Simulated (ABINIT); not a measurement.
# SiC (Moissanite) (P6_3mc) in ABINIT: a series of runs, part 2 of 2

ABINIT 10.8.3 (patched build). Earlier steps stand in the parts before.

### Step 4. Single point, PBE

Contents of run.abi:

```
# Pseudopotentials
pp_dirpath "./"
pseudos "Si_ONCV_PBE-1.2.upf, C_ONCV_PBE-1.2.upf"

# Structure
acell 3*1.0
rprim
     5.8127975593     0.0000000000     0.0000000000
    -2.9063987797     5.0340303534     0.0000000000
     0.0000000000     0.0000000000     9.5393374771
ntypat 2
znucl 14 6
natom 4
typat 1 1 2 2
xcart
     2.9063987800     1.6780101176     4.7696687386
    -0.0000000003     3.3560202358     0.0000000000
     2.9063987800     1.6780101176     8.4423136672
    -0.0000000003     3.3560202358     3.6726449287

# Plane-wave basis
ecut 30.0

# k points
kptopt 1
ngkpt 8 8 4
nshiftk 1
shiftk 0.0 0.0 0.0

# Exchange and correlation
ixc 11

# Bands and occupations
nband 10
occopt 1

# SCF cycle
nstep 100
tolvrs 1.0e-10
diemac 6.0

# Output
iomode 3
prtwf 0
prtden 0
prteig 0
prtebands 0
enunit 1
```

Potentials or basis: SG15 NC PBE v1.2.

Run with:

```console
mpirun --bind-to none -np 8 abinit run.abi > log 2>&1
```

run.abo:

```text
.Version 10.8.3 of ABINIT
 Symmetries : space group P6_3 m c (#186); Bravais hP (primitive hexag.)
================================================================================
 Values of the parameters that define the memory need of the present run
     intxc =       0    ionmov =       0      iscf =       7    lmnmax =       4
     lnmax =       4     mgfft =      48  mpssoang =       2    mqgrid =    3001
     natom =       4  nloc_mem =       1    nspden =       1   nspinor =       1
    nsppol =       1      nsym =      12    n1xccc =       0    ntypat =       2
    occopt =       1   xclevel =       2
       mpw =        2207          nfft =       43200          nkpt =          30
================================================================================
================================================================================

--------------------------------------------------------------------------------
------------- Echo of variables that govern the present computation ------------
--------------------------------------------------------------------------------
 -outvars: echo values of preprocessed input variables --------
            acell      1.0000000000E+00  1.0000000000E+00  1.0000000000E+00 Bohr
              amu      2.80855000E+01  1.20110000E+01
           diemac      6.00000000E+00
             ecut      3.00000000E+01 Hartree
           enunit           1
              ixc          11
         kptrlatt        8    0    0      0    8    0      0    0    4
          kptrlen      3.81573499E+01
            natom           4
            nband          10
            ngfft          30      30      48
             nkpt          30
            nstep         100
             nsym          12
           ntypat           2
           prtden           0
        prtebands           0
           prteig           0
            prtwf           0
            rprim      5.8127975593E+00  0.0000000000E+00  0.0000000000E+00
                      -2.9063987797E+00  5.0340303534E+00  0.0000000000E+00
                       0.0000000000E+00  0.0000000000E+00  9.5393374771E+00
          spgroup         186
           tolvrs      1.00000000E-10
            typat      1  1  2  2
           xangst      1.5379999990E+00  8.8796471340E-01  2.5239999983E+00
                       8.8196240839E-12  1.7759294268E+00  0.0000000000E+00
                       1.5379999990E+00  8.8796471340E-01  4.4674799969E+00
                       8.8196240839E-12  1.7759294268E+00  1.9434799987E+00
            xcart      2.9063987797E+00  1.6780101178E+00  4.7696687386E+00
                       1.6666674052E-11  3.3560202356E+00  0.0000000000E+00
                       2.9063987797E+00  1.6780101178E+00  8.4423136672E+00
                       1.6666674052E-11  3.3560202356E+00  3.6726449287E+00
             xred      6.6666666668E-01  3.3333333333E-01  5.0000000000E-01
                       3.3333333334E-01  6.6666666667E-01  0.0000000000E+00
                       6.6666666668E-01  3.3333333333E-01  8.8500000000E-01
                       3.3333333334E-01  6.6666666667E-01  3.8500000000E-01
            znucl       14.00000    6.00000

================================================================================

 chkinp: Checking input parameters for consistency.

================================================================================
== DATASET  1 ==================================================================

--- !DatasetInfo
iteration_state: {dtset: 1, }
dimensions: {natom: 4, nkpt: 30, mband: 10, nsppol: 1, nspinor: 1, nspden: 1, mpw: 2207, }
cutoff_energies: {ecut:  30.0, pawecutdg:  -1.0, }
electrons: {nelect:   1.60000000E+01, charge:   0.00000000E+00, occopt:   1.00000000E+00, tsmear:   1.00000000E-02, }
meta: {optdriver: 0, ionmov: 0, optcell: 0, iscf: 7, paral_kgb: 0, }
...

[... 79 lines left out ...]
- [ -2.31613539E-29,   1.87210994E-28,  -1.45428375E-02, ]
- [ -2.31613539E-29,   1.87210994E-28,  -1.45428375E-02, ]
force_length_stats: {min:   1.45428375E-02, max:   1.45428375E-02, mean:   1.45428375E-02, }
...

 Integrated electronic density in atomic spheres:
 ------------------------------------------------
 Atom  Sphere_radius  Integrated_density
    1        2.00000          1.95029546
    2        2.00000          1.95029546
    3        2.00000          4.24683009
    4        2.00000          4.24683009
================================================================================

 ----iterations are completed or convergence reached----

 Mean square residual over all n,k,spin=   37.809E-09; max=  47.450E-07
 reduced coordinates (array xred) for    4 atoms
       0.666666666675      0.333333333333      0.500000000000
       0.333333333342      0.666666666667      0.000000000000
       0.666666666675      0.333333333333      0.884999999996
       0.333333333342      0.666666666667      0.384999999996
 rms dE/dt=  8.0095E-02; max dE/dt=  1.3882E-01; dE/dt below (all hartree)
    1       0.000000000000     -0.000000000000     -0.138639077034
    2      -0.000000000000      0.000000000000     -0.138639077034
    3       0.000000000000     -0.000000000000      0.138818992829
    4       0.000000000000     -0.000000000000      0.138818992829

 cartesian coordinates (angstrom) at end:
    1      1.53799999896131     0.88796471340201     2.52399999828481
    2      0.00000000000882     1.77592942680403     0.00000000000000
    3      1.53799999896131     0.88796471340201     4.46747999694638
    4      0.00000000000882     1.77592942680403     1.94347999866157

 cartesian forces (hartree/bohr) at end:
    1     -0.00000000000000    -0.00000000000000     0.01454283751514
    2      0.00000000000000    -0.00000000000000     0.01454283751514
    3     -0.00000000000000     0.00000000000000    -0.01454283751514
    4     -0.00000000000000     0.00000000000000    -0.01454283751514
 frms,max,avg= 8.3963112E-03 1.4542838E-02   0.000E+00  0.000E+00 -9.430E-06 h/b

 cartesian forces (eV/Angstrom) at end:
    1     -0.00000000000000    -0.00000000000000     0.74782277250792
    2      0.00000000000000    -0.00000000000000     0.74782277250792
    3     -0.00000000000000     0.00000000000000    -0.74782277250792
    4     -0.00000000000000     0.00000000000000    -0.74782277250792
 frms,max,avg= 4.3175568E-01 7.4782277E-01   0.000E+00  0.000E+00 -4.849E-04 e/A
 length scales=  1.000000000000  1.000000000000  1.000000000000 bohr
              =  0.529177210544  0.529177210544  0.529177210544 angstroms
 Fermi (or HOMO) energy (eV) =  10.18599   Average Vxc (eV)= -10.91741
 Eigenvalues (   eV  ) for nkpt=  30  k points:
 kpt#   1, nband= 10, wtk=  0.00391, kpt=  0.0000  0.0000  0.0000 (reduced coord)
  -5.50234   -2.00278    1.52633    8.64129    8.64129    9.90681    9.90681   10.18599
  14.83168   16.23408
 prteigrs : prtvol=0 or 1, do not print more k-points.

--- !EnergyTerms
iteration_state     : {dtset: 1, }
comment             : Components of total free energy in Hartree
kinetic             :  1.17786020544196E+01
hartree             :  2.37967576092676E+00
xc                  : -6.09759729669772E+00
Ewald energy        : -2.08945946025903E+01
psp_core            : -2.50613782577024E-01
local_psp           : -8.25206279004868E+00
non_local_psp       :  2.02413142551493E+00
total_energy        : -1.93124592310524E+01
total_energy_eV     : -5.25518787495929E+02
band_energy         :  2.36538162272352E+00
...

 Cartesian components of stress tensor (hartree/bohr^3)
  sigma(1 1)= -1.45877761E-04  sigma(3 2)=  0.00000000E+00
  sigma(2 2)= -1.45877761E-04  sigma(3 1)=  0.00000000E+00
  sigma(3 3)=  2.52819267E-05  sigma(2 1)= -1.03664266E-14

-Cartesian components of stress tensor (GPa)         [Pressure=  2.6133E+00 GPa]
- sigma(1 1)= -4.29187191E+00  sigma(3 2)=  0.00000000E+00
- sigma(2 2)= -4.29187191E+00  sigma(3 1)=  0.00000000E+00
- sigma(3 3)=  7.43819963E-01  sigma(2 1)= -3.04990799E-10

== END DATASET(S) ==============================================================
================================================================================

 -outvars: echo values of variables after computation  --------
            acell      1.0000000000E+00  1.0000000000E+00  1.0000000000E+00 Bohr
           etotal     -1.9312459231E+01
            fcart     -6.9484061565E-29 -1.0697771106E-28  1.4542837515E-02
                       1.1580676927E-28 -2.6744427766E-28  1.4542837515E-02
                      -2.3161353855E-29  1.8721099436E-28 -1.4542837515E-02
                      -2.3161353855E-29  1.8721099436E-28 -1.4542837515E-02
            rprim      5.8127975593E+00  0.0000000000E+00  0.0000000000E+00
                      -2.9063987797E+00  5.0340303534E+00  0.0000000000E+00
                       0.0000000000E+00  0.0000000000E+00  9.5393374771E+00
           strten     -1.4587776121E-04 -1.4587776121E-04  2.5281926657E-05
                       0.0000000000E+00  0.0000000000E+00 -1.0366426551E-14
           xangst      1.5379999990E+00  8.8796471340E-01  2.5239999983E+00
                       8.8196240839E-12  1.7759294268E+00  0.0000000000E+00
                       1.5379999990E+00  8.8796471340E-01  4.4674799969E+00
                       8.8196240839E-12  1.7759294268E+00  1.9434799987E+00
             xred      6.6666666668E-01  3.3333333333E-01  5.0000000000E-01
                       3.3333333334E-01  6.6666666667E-01  0.0000000000E+00
                       6.6666666668E-01  3.3333333333E-01  8.8500000000E-01
                       3.3333333334E-01  6.6666666667E-01  3.8500000000E-01
 Calculation completed.
```

It took 3.2 s on 8 MPI ranks of Arm Neoverse V1, shared host; peak memory 0.48 GiB.

Results:

```
Free energy                                           : -525.5188 eV
Largest force                                         : 0.748 eV/Å
Band gap on the k mesh                                : 2.60 eV, indirect (least direct gap 4.08 eV)
Valence electrons inside the program's atomic spheres : Si 1.95; C 4.25
```

Forces in eV/Å, atoms in the order of the input:
```
Si   0.000  0.000  0.748
Si   0.000  0.000  0.748
C    0.000  0.000 -0.748
C    0.000  0.000 -0.748
```

Caveat: the cutoff is too short for stress, so the log's stress isn't used.

### Step 5. Summary

| task | level | potentials or basis | cell | k mesh | cutoff (eV) | smearing | cell freedom (optcell) | cutoff smearing ecutsm (Ha) | optimiser (ionmov) | force stop (Ha/bohr) | fine-grid cutoff | gap on the mesh (eV) | largest force (eV/Å) |
| --- | --- | --- | --- | --- | --- | --- | --- | --- | --- | --- | --- | --- | --- |
| relaxation of cell and atoms | BLYP+D3(BJ) | JTH PAW PBE v2.0 | relaxed | 10 × 10 × 5 | 517 | fermi-dirac 0.05 eV | 1 | 0.5 | 2 | 0.0005 | 1034.03 eV | 2.75 | - |
| single point | PBE | PseudoDojo NC SR PBE v0.4.1 standard | as given | 8 × 8 × 4 | 844 | fermi-dirac 0.05 eV | - | - | - | - | - | 2.58 | 0.76 |
| single point | PBE | SG15 NC PBE v1.2 | as given | 8 × 8 × 4 | 816 | fixed | - | - | - | - | - | 2.60 | 0.75 |

Alike in all rows: no spin polarisation.

Caveats: the PAW data sets were made with another functional, which shifts forces and pressure a little (some runs); an odd mesh through Γ misses points on the zone boundary, where band edges often lie (some runs).

Total energies depend on the potentials used, so only differences within one code and one set of settings carry meaning.
